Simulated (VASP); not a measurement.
# SnTe (Fm-3m) in VASP: single point with LDA

Aim: the single point of SnTe with LDA.

Program: VASP 6.6.1. These are calculated values, not measurements. Logs are shortened: lines on timing, memory, paths and dates and some standing lists are left out, and cuts for length are marked.

**What was measured.**

From a printed reference work, textbook, for a bulk crystal of SnTe at 300 K: band gap 0.18 eV (direct).

How close the calculation comes is told below.

### Step 1. The cell of the first run

The structure is cubic, space group Fm-3m (No. 225). The conventional cell has a = 6.302 Å, b = 6.302 Å, c = 6.302 Å, α = 90.00°, β = 90.00°, γ = 90.00°. Sn (site symmetry m-3m) has 6 Te at 3.15 Å within 4.1 Å. Te (site symmetry m-3m) has 6 Sn at 3.15 Å within 4.1 Å.

### Step 2. Single point, LDA

The input, INCAR:

```
SYSTEM = SnTe
ALGO = Normal ; EDIFF = 1E-6
ENCUT = 500 ; GGA_COMPAT = .FALSE.
ISIF = 2 ; ISMEAR = -1
LASPH = .TRUE. ; LCHARG = .FALSE.
LREAL = .FALSE. ; LWAVE = .FALSE.
NBANDS = 17 ; NELM = 120
PREC = Accurate ; SIGMA = 0.0272
```

The input, KPOINTS:

```
k-points
0
G
  6 6 6
  0 0 0
```

The input, POSCAR:

```
SnTe
1.0
    0.0000000000      3.1508500000      3.1508500000
    3.1508500000      0.0000000000      3.1508500000
    3.1508500000      3.1508500000      0.0000000000
Sn Te
1 1
Direct
    0.0000000000      0.0000000000      0.0000000000
    0.5000000000      0.5000000000      0.5000000000
```

Potentials or basis: VASP PAW LDA potentials, release 64 (Sn_d, Te).

Run with:

```sh
> cat potpaw_LDA.64/Sn_d/POTCAR potpaw_LDA.64/Te/POTCAR > POTCAR
> mpirun -np 1 vasp_std > vasp.out
```

OUTCAR:

```text
SYSTEM = SnTe
   EDIFF = 1E-6
   ENCUT = 500
   ISIF = 2
   ISMEAR = -1
   LASPH = .TRUE.
   LREAL = .FALSE.
   NELM = 120
   PREC = Accurate

 ion  position               nearest neighbor table
   1  0.000  0.000  0.000-   2 3.15   2 3.15   2 3.15   2 3.15   2 3.15   2 3.15
   2  0.500  0.500  0.500-   1 3.15   1 3.15   1 3.15   1 3.15   1 3.15   1 3.15

  LATTYP: Found a face centered cubic cell.
 ALAT       =     6.3017000000

  Lattice vectors:

 A1 = (   0.0000000000,   3.1508500000,   3.1508500000)
 A2 = (   3.1508500000,   0.0000000000,   3.1508500000)
 A3 = (   3.1508500000,   3.1508500000,   0.0000000000)

Analysis of symmetry for initial positions (statically):
=====================================================================
 Subroutine PRICEL returns:
 Original cell was already a primitive cell.

 Routine SETGRP: Setting up the symmetry group for a
 face centered cubic supercell.

 Subroutine GETGRP returns: Found 48 space group operations
 (whereof 48 operations were pure point group operations)
 out of a pool of 48 trial point group operations.

The static configuration has the point symmetry O_h .

Analysis of symmetry for dynamics (positions and initial velocities):
=====================================================================
 Subroutine PRICEL returns:
 Original cell was already a primitive cell.

 Routine SETGRP: Setting up the symmetry group for a
 face centered cubic supercell.

 Subroutine GETGRP returns: Found 48 space group operations
 (whereof 48 operations were pure point group operations)
 out of a pool of 48 trial point group operations.

The dynamic configuration has the point symmetry O_h .

 Subroutine INISYM returns: Found 48 space group operations
 (whereof 48 operations are pure point group operations),
 and found     1 'primitive' translations

----------------------------------------------------------------------------------------

                                     Primitive cell

  volume of cell :      62.5624

  direct lattice vectors                    reciprocal lattice vectors
     0.000000000  3.150850000  3.150850000    -0.158687338  0.158687338  0.158687338
     3.150850000  0.000000000  3.150850000     0.158687338 -0.158687338  0.158687338
     3.150850000  3.150850000  0.000000000     0.158687338  0.158687338 -0.158687338

  length of vectors
     4.455974803  4.455974803  4.455974803     0.274854533  0.274854533  0.274854533

  position of ions in fractional coordinates (direct lattice)
     0.000000000  0.000000000  0.000000000
     0.500000000  0.500000000  0.500000000

  ion indices of the primitive-cell ions
   primitive index   ion index
                 1           1
                 2           2

----------------------------------------------------------------------------------------

 KPOINTS: k-points

Automatic generation of k-mesh.
 Grid dimensions read from file:
 generate k-points for:    6    6    6

 Generating k-lattice:

  Cartesian coordinates                     Fractional coordinates (reciprocal lattice)
    -0.026447890  0.026447890  0.026447890     0.166666667  0.000000000  0.000000000
     0.026447890 -0.026447890  0.026447890     0.000000000  0.166666667  0.000000000
     0.026447890  0.026447890 -0.026447890     0.000000000  0.000000000  0.166666667

  Length of vectors
     0.045809089  0.045809089  0.045809089

  Shift w.r.t. Gamma in fractional coordinates (k-lattice)
     0.000000000  0.000000000  0.000000000

 Subroutine IBZKPT returns following result:
 ===========================================

 Found     16 irreducible k-points:

 Following reciprocal coordinates:
            Coordinates               Weight
  0.000000  0.000000  0.000000      1.000000
  0.166667  0.000000  0.000000      8.000000
  0.333333  0.000000  0.000000      8.000000
  0.500000  0.000000  0.000000      4.000000
  0.166667  0.166667  0.000000      6.000000
  0.333333  0.166667  0.000000     24.000000
[... 8 lines left out ...]
 -0.333333  0.333333  0.166667     24.000000
 -0.333333  0.500000  0.166667     12.000000
   k-points           NKPTS =     16   k-points in BZ     NKDIM =     16   number of bands    NBANDS=     17
   number of dos      NEDOS =    301   number of ions     NIONS =      2
   total plane-waves  NPLWV =  32768
   dimension x,y,z NGX =    32 NGY =   32 NGZ =   32
   dimension x,y,z NGXF=    64 NGYF=   64 NGZF=   64
   ions per type =               1   1
   NGX,Y,Z   is equivalent  to a cutoff of  11.94, 11.94, 11.94 a.u.
   NGXF,Y,Z  is equivalent  to a cutoff of  23.88, 23.88, 23.88 a.u.
 SYSTEM =  SnTe
   PREC   = accura    normal or accurate (medium, high low for compatibility)
   ISTART =      0    job   : 0-new  1-cont  2-samecut
   ICHARG =      2    charge: 1-file 2-atom 10-const
   ISPIN  =      1    spin polarized calculation?
   LNONCOLLINEAR =      F non collinear calculations
   LSORBIT =      F    spin-orbit coupling
   LASPH  =      T    aspherical Exc in radial PAW
   ENCUT  =  500.0 eV  36.75 Ry    6.06 a.u.   8.12  8.12  8.12*2*pi/ulx,y,z
   NELM   =    120;   NELMIN=  2; NELMDL= -5     # of ELM steps
   EDIFF  = 0.1E-05   stopping-criterion for ELM
   LREAL  =      F    real-space projection
   EDIFFG = 0.1E-04   stopping-criterion for IOM
   NSW    =      0    number of steps for IOM
   IBRION =     -1    ionic relax: 0-MD 1-quasi-New 2-CG
   NFREE  =      0    steps in history (QN), initial steepest desc. (CG)
   ISIF   =      2    stress and relaxation
   ISYM   =      2    0-nonsym 1-usesym 2-fastsym
   POTIM  = 0.5000    time-step for ionic-motion
   TEBEG  =    0.0;   TEEND  =   0.0 temperature during run
   PSTRESS=    0.0 pullay stress
   NELECT =      20.0000    total number of electrons
   NUPDOWN=      -1.0000    fix difference up-down
   EMIN   =  10.00;   EMAX   =-10.00  energy-range for DOS
   EFERMI =   0.00;   METHOD = LEGACY
   ISMEAR =    -1;   SIGMA  =   0.03  broadening in eV -4-tet -1-fermi 0-gaus
   EFERMI_NEDOS =   21; number of points for ismear=-14 and -15
   IALGO  =     38    algorithm
   IMIX   =      4    mixing-type and parameters
     AMIX     =   0.40;   BMIX     =  1.00
     AMIX_MAG =   1.60;   BMIX_MAG =  1.00
  volume/ion in A,a.u.               =      31.28       211.10
  Fermi-wavevector in a.u.,A,eV,Ry     =   1.119387  2.115336 17.048485  1.253028
  Thomas-Fermi vector in A             =   2.256026
   LORBIT       =      0    0 simple, 1 ext, 2 COOP (PROOUT), +10 PAW based schemes
   GGA     = CA    functional components
   LHFCALC =     F    Hartree Fock is set to
   AEXX    =    0.0000 exact exchange contribution
   IVDW    =     0    specifies the selected vdW correction
   LEPSILON=     F    determine dielectric tensor
   LRPA    =     F    only Hartree local field effects (RPA)
 non-spin polarized calculation
  energy-cutoff  :      500.00
  volume of cell :       62.56
 maximum number of plane-waves:      1639
   NGX = 17   NGY = 17   NGZ = 17

 number of electron      20.0000011 magnetization

 Free energy of the ion-electron system (eV)
  ---------------------------------------------------
  ext. energy  EPLUGINS =         0.00000000
  ---------------------------------------------------
  free energy    TOTEN  =        -8.82551781 eV

  energy without entropy =       -8.82484968  energy(sigma->0) =       -8.82518374

 E-fermi :   6.7395     XC(G=0):  -9.7421

 val. band max:        6.6806581044   @ k =   0.5000   0.0000   0.0000
 cond. band min:       6.7984236680   @ k =   0.5000   0.0000   0.0000
 fundamental gap:      0.1177655637
 Fermi energy:         6.7395393446

 k-point     1 :       0.0000    0.0000    0.0000
  band No.  band energies     occupation
      1     -15.0709      2.00000
      2     -15.0709      2.00000
      3     -15.0614      2.00000
      4     -15.0614      2.00000
      5     -15.0614      2.00000
      6      -6.0856      2.00000
[... 9 lines left out ...]
     16      11.5108      0.00000
     17      13.4993      0.00000

 k-point     2 :       0.1667    0.0000    0.0000
  band No.  band energies     occupation
      1     -15.0720      2.00000
      2     -15.0720      2.00000
      3     -15.0609      2.00000
      4     -15.0598      2.00000
      5     -15.0598      2.00000
      6      -5.8544      2.00000
[... 9 lines left out ...]
     16      12.0655      0.00000
     17      15.1608      0.00000

 k-point     3 :       0.3333    0.0000    0.0000
  band No.  band energies     occupation
      1     -15.0746      2.00000
      2     -15.0746      2.00000
      3     -15.0602      2.00000
      4     -15.0563      2.00000
      5     -15.0563      2.00000
      6      -5.2523      2.00000
[... 9 lines left out ...]
     16      13.5788      0.00000
     17      17.3363      0.00000

 k-point     4 :       0.5000    0.0000    0.0000
  band No.  band energies     occupation
      1     -15.0760      2.00000
      2     -15.0760      2.00000
      3     -15.0597      2.00000
      4     -15.0544      2.00000
      5     -15.0544      2.00000
      6      -4.8040      2.00000
[... 9 lines left out ...]
     16      15.5748      0.00000
     17      15.5748      0.00000

 k-point     5 :       0.1667    0.1667    0.0000
  band No.  band energies     occupation
      1     -15.0748      2.00000
      2     -15.0697      2.00000
      3     -15.0623      2.00000
      4     -15.0587      2.00000
      5     -15.0587      2.00000
      6      -5.7789      2.00000
[... 9 lines left out ...]
     16      12.9274      0.00000
     17      13.9529      0.00000

 k-point     6 :       0.3333    0.1667    0.0000
  band No.  band energies     occupation
      1     -15.0782      2.00000
      2     -15.0705      2.00000
      3     -15.0619      2.00000
      4     -15.0563      2.00000
      5     -15.0555      2.00000
      6      -5.3013      2.00000
[... 9 lines left out ...]
     16      14.4207      0.00000
     17      15.7968      0.00000

 k-point     7 :       0.5000    0.1667    0.0000
  band No.  band energies     occupation
      1     -15.0789      2.00000
      2     -15.0733      2.00000
      3     -15.0596      2.00000
      4     -15.0553      2.00000
      5     -15.0536      2.00000
      6      -4.7457      2.00000
[... 9 lines left out ...]
     16      15.6674      0.00000
     17      16.1555      0.00000

 k-point     8 :      -0.3333    0.1667    0.0000
  band No.  band energies     occupation
      1     -15.0763      2.00000
      2     -15.0750      2.00000
      3     -15.0588      2.00000
      4     -15.0556      2.00000
      5     -15.0553      2.00000
      6      -4.8943      2.00000
[... 9 lines left out ...]
     16      14.8365      0.00000
     17      16.5563      0.00000

 k-point     9 :      -0.1667    0.1667    0.0000
  band No.  band energies     occupation
      1     -15.0743      2.00000
      2     -15.0727      2.00000
      3     -15.0604      2.00000
      4     -15.0585      2.00000
      5     -15.0570      2.00000
      6      -5.4962      2.00000
[... 9 lines left out ...]
     16      14.1816      0.00000
     17      14.5833      0.00000

 k-point    10 :       0.3333    0.3333    0.0000
  band No.  band energies     occupation
      1     -15.0838      2.00000
      2     -15.0673      2.00000
      3     -15.0643      2.00000
      4     -15.0531      2.00000
      5     -15.0531      2.00000
      6      -5.0119      2.00000
[... 9 lines left out ...]
     16      15.6825      0.00000
     17      15.9766      0.00000

 k-point    11 :       0.5000    0.3333    0.0000
  band No.  band energies     occupation
      1     -15.0854      2.00000
      2     -15.0683      2.00000
      3     -15.0632      2.00000
      4     -15.0523      2.00000
      5     -15.0515      2.00000
      6      -4.5981      2.00000
[... 9 lines left out ...]
     16      16.2623      0.00000
     17      16.8337      0.00000

 k-point    12 :      -0.3333    0.3333    0.0000
  band No.  band energies     occupation
      1     -15.0815      2.00000
      2     -15.0719      2.00000
      3     -15.0592      2.00000
      4     -15.0549      2.00000
      5     -15.0529      2.00000
      6      -4.5229      2.00000
[... 9 lines left out ...]
     16      14.3947      0.00000
     17      16.6863      0.00000

 k-point    13 :       0.5000    0.5000    0.0000
  band No.  band energies     occupation
      1     -15.0888      2.00000
      2     -15.0661      2.00000
      3     -15.0653      2.00000
      4     -15.0503      2.00000
      5     -15.0503      2.00000
      6      -4.5060      2.00000
[... 9 lines left out ...]
     16      17.2495      0.00000
     17      17.8100      0.00000

 k-point    14 :       0.5000    0.3333    0.1667
  band No.  band energies     occupation
      1     -15.0809      2.00000
      2     -15.0710      2.00000
      3     -15.0611      2.00000
      4     -15.0549      2.00000
      5     -15.0533      2.00000
      6      -4.8281      2.00000
[... 9 lines left out ...]
     16      15.0954      0.00000
     17      15.7703      0.00000

 k-point    15 :      -0.3333    0.3333    0.1667
  band No.  band energies     occupation
      1     -15.0813      2.00000
      2     -15.0721      2.00000
      3     -15.0581      2.00000
      4     -15.0571      2.00000
      5     -15.0518      2.00000
      6      -4.5224      2.00000
[... 9 lines left out ...]
     16      16.5800      0.00000
     17      16.6959      0.00000

 k-point    16 :      -0.3333    0.5000    0.1667
  band No.  band energies     occupation
      1     -15.0849      2.00000
      2     -15.0694      2.00000
      3     -15.0617      2.00000
      4     -15.0542      2.00000
      5     -15.0503      2.00000
      6      -4.4394      2.00000
[... 9 lines left out ...]
     16      16.8222      0.00000
     17      17.9630      0.00000

------------------------ aborting loop because EDIFF is reached ----------------------------------------

  FORCE on cell =-STRESS in cart. coord.  units (eV):
  Direction    XX          YY          ZZ          XY          YZ          ZX
  --------------------------------------------------------------------------------------
  -------------------------------------------------------------------------------------
  Total       -0.5879035     -0.5879035     -0.5879035      0.0000000      0.0000000     -0.0000000
  in kB      -15.0557865    -15.0557865    -15.0557865      0.0000000      0.0000000     -0.0000000
  external PRESSURE =     -15.0557865 kB  Pullay stress =       0.0000000 kB

 VOLUME and BASIS-vectors are now :
 -----------------------------------------------------------------------------
  energy-cutoff  :      500.00
  volume of cell :       62.56
      direct lattice vectors                 reciprocal lattice vectors
     0.000000000  3.150850000  3.150850000    -0.158687338  0.158687338  0.158687338
     3.150850000  0.000000000  3.150850000     0.158687338 -0.158687338  0.158687338
     3.150850000  3.150850000  0.000000000     0.158687338  0.158687338 -0.158687338

 POSITION                                       TOTAL-FORCE (eV/Angst)
 -----------------------------------------------------------------------------------
      0.00000      0.00000      0.00000         0.000000      0.000000      0.000000
      3.15085      3.15085      3.15085        -0.000000      0.000000     -0.000000
 -----------------------------------------------------------------------------------
    total drift:                                0.000000     -0.000000     -0.000000

  FREE ENERGIE OF THE ION-ELECTRON SYSTEM (eV)
  ---------------------------------------------------
  free  energy   TOTEN  =        -8.8255178069 eV

  energy  without entropy=       -8.8248496751  energy(sigma->0) =       -8.82518374
```

Wall time 6 s (1 thread of Intel Xeon 6975P-C (Granite Rapids), shared host); peak memory 0.15 GiB.

Results:

* Free energy: -8.8255 eV
* Pressure: -1.5 GPa
* Band gap on the k mesh: 0.12 eV, direct

Caveat: spin-orbit coupling is left out, which moves the levels of the heavy elements.

### Step 3. Comparison with measurements

Step 2. A measured gap of SnTe is 0.18 eV (direct; 300 K; a printed reference work, textbook); the calculated 0.12 eV misses it by -0.06 eV. Spin-orbit coupling on Sn, Te is left out. The value is that of LDA on a finite k mesh, which can miss the band edges, without temperature or zero-point motion. Semilocal functionals fall short of measured gaps as a rule.
